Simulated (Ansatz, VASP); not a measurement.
**One calculation of Ga, two programs**

```xyz
2
Lattice="2.8032 0.0000 -0.0031 0.0000 3.3324 0.0000 -1.3598 0.0000 4.1601" Properties=species:S:1:pos:R:3 pbc="T T T"
Ga    2.3325    0.8331    1.0820
Ga   -0.8891    2.4993    3.0750
```

Alike in both runs: task single point; functional PBEsol; k mesh 16 × 12 × 10; occupations gaussian, width 0.1 eV; no spin polarisation.

|  | VASP | Ansatz |
| --- | --- | --- |
| version | VASP 6.6.1 | Ansatz 0.2.0 |
| potentials or method | VASP PAW PBE potentials, release 64 (Ga_d) | scalar-relativistic, plane waves, PAW |
| plane-wave cutoff (eV) | 520 | 420 |
| valence electrons in the cell | 26 | 26 |

VASP gave:

| Property | Result |
| --- | --- |
| gap on the k mesh at the Fermi level (eV) | none |
| pressure (GPa) | -2.9 |
| largest component of the traceless stress (GPa) | 1.48 |
| rms of the force components (eV/Å) | 0.366 |

**Question.** Which values does Ansatz return?

**Answer.** gap on the k mesh at the Fermi level (eV): none; pressure (GPa): -3.0; largest component of the traceless stress (GPa): 1.48; rms of the force components (eV/Å): 0.366.

Atom by atom the forces differ by 0.001 eV/Å (rms over components). A gap of «none» marks a metal or a gap that the smearing closes.

Caveats: the PAW data sets were made with another functional, which shifts forces and pressure a little (VASP).
